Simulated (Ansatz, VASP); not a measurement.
CdGeAs2 in VASP and in Ansatz

INCAR

```
SYSTEM = CdGeAs2
PREC = Accurate ; ENCUT = 520
EDIFF = 1E-6 ; ISMEAR = -1
SIGMA = 0.02 ; LREAL = .FALSE.
LASPH = .TRUE. ; NELM = 60
ALGO = Normal ; ISIF = 2
LWAVE = .FALSE. ; LCHARG = .FALSE.
GGA = PS ; NBANDS = 26
```

KPOINTS

```
Automatic mesh
0
G
  4 4 4
  0 0 0
```

Contents of POSCAR:

```
CdGeAs2
1.0
    4.0763717120      0.0000000000      0.0000000000
    0.0000000000      4.0763717120      0.0000000000
    0.0000000000      0.0000000000      6.1183213177
Cd As Ge
1 2 1
Direct
    0.0000000000      0.0000000000      0.0000000000
    0.0000000000      0.5000000000      0.2672334419
    0.5000000000      0.0000000000      0.7327665581
    0.5000000000      0.5000000000      0.5000000000
```

Input for Ansatz:

```yaml
crystal:
  lattice:
    - [4.076371712, 0.0, 0.0]
    - [0.0, 4.076371712, 0.0]
    - [0.0, 0.0, 6.1183213177]
  atoms:
    - { symbol: Cd, position: [0.0, 0.0, 0.0] }
    - { symbol: As, position: [0.0, 0.5, 0.2672334419] }
    - { symbol: Ge, position: [0.5, 0.5, 0.5] }
    - { symbol: As, position: [0.5, 0.0, 0.7327665581] }
kpoints:
  mp_grid: { grid: [4, 4, 4] }
hamiltonian:
  xc: pbesol
scf:
  occupations: { method: fermi_dirac, width: 0.02 }
  n_extra_bands: 5
output:
  forces: true
  stress: true
  eigenvalues: true
```

The cell was built by a generator and needn't be a form met in nature.

Alike in both runs: task single point; functional PBEsol; k mesh 4 × 4 × 4; occupations fermi-dirac, width 0.02 eV; no spin polarisation.

|  | VASP | Ansatz |
| --- | --- | --- |
| version | VASP 6.6.1 | Ansatz 0.2.0 |
| potentials or method | VASP PAW PBE potentials, release 64 (Cd, As, Ge_d) | plane waves, PAW |
| plane-wave cutoff (eV) | 520 | 420 |
| valence electrons in the cell | 36 | 64 |

```csv
,VASP,Ansatz,Ansatz less VASP
pressure (GPa),-0.3,-0.5,-0.23
largest component of the traceless stress (GPa),0.69,0.69,+0.004
rms of the force components (eV/Å),0.038,0.043,+0.0050
```

The two sets of potentials don't hold the same shells in valence.

Caveats: the k mesh is coarse (spacing up to 0.39 Å⁻¹), so the values aren't converged; the PAW data sets were made with another functional, which shifts forces and pressure a little (VASP).
